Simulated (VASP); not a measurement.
# TiC in VASP: relaxation of the atoms with PBEsol

Aim: the relaxation of the atoms of TiC with PBEsol.

Everything below comes from runs of VASP 6.6.1. Logs are shortened: lines on timing, memory, paths and dates and some standing lists are left out, and cuts for length are marked.

### 1 Starting point

The cell holds a slab with vacuum, 6 atoms: a = 3.054 Å, b = 5.289 Å, c = 19.054 Å, α = 90.00°, β = 90.00°, γ = 125.26°.

### 2 Relaxation of the atoms, PBEsol

Contents of INCAR:

```
  PREC = Accurate
  ENCUT = 520
  EDIFF = 1E-7
  ISMEAR = 1
  SIGMA = 0.1
  LREAL = False
  LASPH = True
  NELM = 60
  ALGO = Normal
  ISIF = 2
  LWAVE = False
  LCHARG = False
  LDIPOL = True
  IDIPOL = 3
  DIPOL = 0.5 0.5 0.500
  GGA = PS
  IBRION = 2
  NSW = 100
  EDIFFG = -0.015
  KPAR = 8
```

Contents of KPOINTS:

```
Automatic mesh
0
Gamma
  12 12 1
```

Contents of POSCAR:

```
TiC
1.0
    3.0537113450      0.0000000000      0.0000000000
   -3.0537113450      4.3186000000      0.0000000000
    0.0000000000      0.0000000000     19.0537113450
Ti C
3 3
Direct
    0.0000000000      0.5000000000      0.4198657078
    0.0000000000      1.0000000000      0.5000000000
    0.0000000000      0.5000000000      0.5801342922
    0.5000000000      1.0000000000      0.4198657078
    0.5000000000      0.5000000000      0.5000000000
    0.5000000000      1.0000000000      0.5801342922
```

Potentials or basis: VASP PAW PBE potentials, release 64 (Ti_sv, C).

Launch:

```bash
cat potpaw_PBE.64/Ti_sv/POTCAR potpaw_PBE.64/C/POTCAR > POTCAR
mpirun -np 8 vasp_std > vasp.out
```

OUTCAR:

```text
PREC = Accurate
   ENCUT = 520
   EDIFF = 1E-7
   ISMEAR = 1
   LREAL = False
   LASPH = True
   NELM = 60
   ISIF = 2
   GGA = PS
   IBRION = 2
   NSW = 100
   EDIFFG = -0.015

 ion  position               nearest neighbor table
   1  0.000  0.500  0.420-   5 2.16   5 2.16   4 2.16   4 2.16
   2  0.000  0.000  0.500-   4 2.16   6 2.16   4 2.16   6 2.16   5 2.16   5 2.16
   3  0.000  0.500  0.580-   5 2.16   5 2.16   6 2.16   6 2.16
   4  0.500  0.000  0.420-   2 2.16   2 2.16   1 2.16   1 2.16
   5  0.500  0.500  0.500-   1 2.16   3 2.16   1 2.16   3 2.16   2 2.16   2 2.16
   6  0.500  0.000  0.580-   2 2.16   2 2.16   3 2.16   3 2.16

  LATTYP: Found a simple orthorhombic cell.
 ALAT       =     3.0537113450
 B/A-ratio  =     1.4142135625
 C/A-ratio  =     6.2395260037

  Lattice vectors:

 A1 = (   3.0537113450,   0.0000000000,   0.0000000000)
 A2 = (   0.0000000000,   4.3186000000,   0.0000000000)
 A3 = (   0.0000000000,   0.0000000000,  19.0537113450)

Analysis of symmetry for initial positions (statically):
=====================================================================
 Subroutine PRICEL returns:
 Original cell was already a primitive cell.

 Routine SETGRP: Setting up the symmetry group for a
 simple orthorhombic supercell.

 Subroutine GETGRP returns: Found  8 space group operations
 (whereof  8 operations were pure point group operations)
 out of a pool of  8 trial point group operations.

The static configuration has the point symmetry D_2h.

Analysis of symmetry for dynamics (positions and initial velocities):
=====================================================================
 Subroutine PRICEL returns:
 Original cell was already a primitive cell.

 Routine SETGRP: Setting up the symmetry group for a
 simple orthorhombic supercell.

 Subroutine GETGRP returns: Found  8 space group operations
 (whereof  8 operations were pure point group operations)
 out of a pool of  8 trial point group operations.

The dynamic configuration has the point symmetry D_2h.

 Subroutine INISYM returns: Found  8 space group operations
 (whereof  8 operations are pure point group operations),
 and found     1 'primitive' translations

----------------------------------------------------------------------------------------

                                     Primitive cell

  volume of cell :     251.2757

  direct lattice vectors                    reciprocal lattice vectors
     3.053711345  0.000000000  0.000000000     0.327470375  0.231556523  0.000000000
    -3.053711345  4.318600000  0.000000000     0.000000000  0.231556523  0.000000000
     0.000000000  0.000000000 19.053711345     0.000000000  0.000000000  0.052483213

  length of vectors
     3.053711345  5.289183201 19.053711345     0.401067663  0.231556523  0.052483213

  position of ions in fractional coordinates (direct lattice)
     0.000000000  0.500000000  0.419865708
     0.000000000  0.000000000  0.500000000
     0.000000000  0.500000000  0.580134292
     0.500000000  0.000000000  0.419865708
     0.500000000  0.500000000  0.500000000
     0.500000000  0.000000000  0.580134292

  ion indices of the primitive-cell ions
   primitive index   ion index
                 1           1
                 2           2
                 3           3
                 4           4
                 5           5
                 6           6

----------------------------------------------------------------------------------------

 KPOINTS: Automatic mesh

Automatic generation of k-mesh.
 Grid dimensions read from file:
 generate k-points for:   12   12    1

 Generating k-lattice:

  Cartesian coordinates                     Fractional coordinates (reciprocal lattice)
     0.027289198  0.019296377  0.000000000     0.083333333  0.000000000  0.000000000
[... 21 lines left out ...]
  0.416667 -0.000000  0.000000      4.000000
[... 16 lines left out ...]
  0.250000  0.166667  0.000000      4.000000
  0.333333  0.166667  0.000000      2.000000
 [... further k-points ...]
   k-points           NKPTS =     49   k-points in BZ     NKDIM =     49   number of bands    NBANDS=     28
   number of dos      NEDOS =    301   number of ions     NIONS =      6
   total plane-waves  NPLWV = 138240
   dimension x,y,z NGX =    24 NGY =   40 NGZ =  144
   dimension x,y,z NGXF=    48 NGYF=   80 NGZF=  288
   ions per type =               3   3
   NGX,Y,Z   is equivalent  to a cutoff of  13.07, 12.57, 12.56 a.u.
   NGXF,Y,Z  is equivalent  to a cutoff of  26.13, 25.15, 25.13 a.u.
 SYSTEM =  unknown system
   PREC   = accura    normal or accurate (medium, high low for compatibility)
   ISTART =      0    job   : 0-new  1-cont  2-samecut
   ICHARG =      2    charge: 1-file 2-atom 10-const
   ISPIN  =      1    spin polarized calculation?
   LNONCOLLINEAR =      F non collinear calculations
   LSORBIT =      F    spin-orbit coupling
   LASPH  =      T    aspherical Exc in radial PAW
   ENCUT  =  520.0 eV  38.22 Ry    6.18 a.u.   5.68  9.83 35.43*2*pi/ulx,y,z
   NELM   =     60;   NELMIN=  2; NELMDL= -5     # of ELM steps
   EDIFF  = 0.1E-06   stopping-criterion for ELM
   LREAL  =      F    real-space projection
   EDIFFG = -.1E-01   stopping-criterion for IOM
   NSW    =    100    number of steps for IOM
   IBRION =      2    ionic relax: 0-MD 1-quasi-New 2-CG
   NFREE  =      1    steps in history (QN), initial steepest desc. (CG)
   ISIF   =      2    stress and relaxation
   ISYM   =      2    0-nonsym 1-usesym 2-fastsym
   POTIM  = 0.5000    time-step for ionic-motion
   TEBEG  =    0.0;   TEEND  =   0.0 temperature during run
   PSTRESS=    0.0 pullay stress
   NELECT =      48.0000    total number of electrons
   NUPDOWN=      -1.0000    fix difference up-down
   EMIN   =  10.00;   EMAX   =-10.00  energy-range for DOS
   EFERMI =   0.00;   METHOD = LEGACY
   ISMEAR =     1;   SIGMA  =   0.10  broadening in eV -4-tet -1-fermi 0-gaus
   EFERMI_NEDOS =   21; number of points for ismear=-14 and -15
   IALGO  =     38    algorithm
   IMIX   =      4    mixing-type and parameters
     AMIX     =   0.40;   BMIX     =  1.00
     AMIX_MAG =   1.60;   BMIX_MAG =  1.00
  volume/ion in A,a.u.               =      41.88       282.62
  Fermi-wavevector in a.u.,A,eV,Ry     =   0.942841  1.781711 12.094884  0.888949
  Thomas-Fermi vector in A             =   2.070490
   LORBIT       =      0    0 simple, 1 ext, 2 COOP (PROOUT), +10 PAW based schemes
   GGA     = PS    functional components
   LHFCALC =     F    Hartree Fock is set to
   AEXX    =    0.0000 exact exchange contribution
   IVDW    =     0    specifies the selected vdW correction
   LEPSILON=     F    determine dielectric tensor
   LRPA    =     F    only Hartree local field effects (RPA)
 conjugate gradient relaxation of ions
 non-spin polarized calculation
 Methfessel and Paxton  Order N= 1 SIGMA  =   0.10
  energy-cutoff  :      520.00
  volume of cell :      251.28
 maximum number of plane-waves:      6828
   NGX = 11   NGY = 19   NGZ = 71

--------------------------------------- Ionic step        1  -------------------------------------------

 number of electron      47.9999998 magnetization

 Free energy of the ion-electron system (eV)
  ---------------------------------------------------
  ext. energy  EPLUGINS =         0.00000000
  ---------------------------------------------------
  free energy    TOTEN  =       -52.50924152 eV

  energy without entropy =      -52.50926334  energy(sigma->0) =      -52.50924879

------------------------ aborting loop because EDIFF is reached ----------------------------------------

  FORCE on cell =-STRESS in cart. coord.  units (eV):
  Direction    XX          YY          ZZ          XY          YZ          ZX
  --------------------------------------------------------------------------------------
  -------------------------------------------------------------------------------------
  Total       -2.4824371    -12.4871756     -6.1044472      0.0000000      0.0000000      0.0000000
  in kB      -15.8284465    -79.6203821    -38.9230066      0.0000000      0.0000000      0.0000000
  external PRESSURE =     -44.7906117 kB  Pullay stress =       0.0000000 kB
[... 227 lines left out ...]
--------------------------------------- Ionic step        7  -------------------------------------------

 number of electron      48.0000003 magnetization

 dipolmoment           0.000000      0.000000      0.000000 electrons x Angstroem

------------------------ aborting loop because EDIFF is reached ----------------------------------------

  FORCE on cell =-STRESS in cart. coord.  units (eV):
  Direction    XX          YY          ZZ          XY          YZ          ZX
  --------------------------------------------------------------------------------------
  -------------------------------------------------------------------------------------
  Total       -0.8333921    -10.0581106     -0.0852424     -0.0000000      0.0000000      0.0000000
  in kB       -5.3138514    -64.1322455     -0.5435202     -0.0000000      0.0000000      0.0000000
  external PRESSURE =     -23.3298724 kB  Pullay stress =       0.0000000 kB
[... 27 lines left out ...]
--------------------------------------- Ionic step        8  -------------------------------------------

 number of electron      48.0000003 magnetization

 dipolmoment           0.000000      0.000000     -0.000000 electrons x Angstroem

 Free energy of the ion-electron system (eV)
  ---------------------------------------------------
  ext. energy  EPLUGINS =         0.00000000
  ---------------------------------------------------
  free energy    TOTEN  =       -52.78914984 eV

  energy without entropy =      -52.78918373  energy(sigma->0) =      -52.78916114

 E-fermi :  -0.7071     XC(G=0):  -4.1388

 val. band max:       -0.7268734135   @ k =   0.1667   0.0000   0.0000
 cond. band min:      -0.7005225540   @ k =   0.0833   0.3333   0.0000
 fundamental gap:      0.0263508595
 Fermi energy:        -0.7070589216

 k-point     1 :       0.0000    0.0000    0.0000
  band No.  band energies     occupation
      1     -57.2753      2.00000
      2     -57.2382      2.00000
      3     -56.6675      2.00000
      4     -33.9449      2.00000
      5     -33.6683      2.00000
      6     -33.5901      2.00000
[... 733 lines left out ...]
     27       1.2365     -0.00000
     28       1.5656      0.00000

 [... further k-points ...]

------------------------ aborting loop because EDIFF is reached ----------------------------------------

 vacuum level on the upper side and lower side of the slab       (xc-potential included)        -0.114        -0.114

  FORCE on cell =-STRESS in cart. coord.  units (eV):
  Direction    XX          YY          ZZ          XY          YZ          ZX
  --------------------------------------------------------------------------------------
  -------------------------------------------------------------------------------------
  Total       -0.8216272    -10.0384292     -0.0354413     -0.0000000      0.0000000      0.0000000
  in kB       -5.2388363    -64.0067534     -0.2259796     -0.0000000      0.0000000      0.0000000
  external PRESSURE =     -23.1571898 kB  Pullay stress =       0.0000000 kB
[... 21 lines left out ...]
  FREE ENERGIE OF THE ION-ELECTRON SYSTEM (eV)
  ---------------------------------------------------
  free  energy   TOTEN  =       -52.7891498447 eV

  energy  without entropy=      -52.7891837297  energy(sigma->0) =      -52.78916114

 reached required accuracy - stopping structural energy minimisation

 vacuum level on the upper side and lower side of the slab         3.205         3.205
```

Wall time 6.4 min (8 MPI ranks of AMD EPYC 9R45 (Zen 5), shared host); peak memory 0.59 GiB.

Results:

* Free energy: -52.7891 eV
* Energy gained by relaxing: 46.7 meV/atom
* Ionic steps: 8
* Band gap on the k mesh: none (metal or under the smearing width)

The path:
| step | energy change (eV) | largest force (eV/Å) | pressure (GPa) |
| --- | --- | --- | --- |
| 1 | 0.0000 | 2.1587 | -4.48 |
| 2 | -0.2695 | 0.2982 | -2.88 |
| 3 | -0.2732 | 0.2440 | -2.66 |
| 4 | -0.2731 | 0.2517 | -2.62 |
| 5 | -0.2778 | 0.1440 | -2.45 |
| 6 | -0.2797 | 0.0641 | -2.27 |
| 7 | -0.2799 | 0.0250 | -2.33 |
| 8 | -0.2799 | 0.0011 | -2.32 |

Final structure:
```
CELL_PARAMETERS angstrom
3.05371 0.00000 0.00000
-3.05371 4.31860 0.00000
0.00000 0.00000 19.05371
ATOMIC_POSITIONS crystal
Ti 0.00000 0.50000 0.42624
Ti 0.00000 0.00000 0.50000
Ti 0.00000 0.50000 0.57376
C 0.50000 0.00000 0.42078
C 0.50000 0.50000 0.50000
C 0.50000 0.00000 0.57922
```

Caveat: the PAW data sets were made with another functional, which shifts forces and pressure a little.
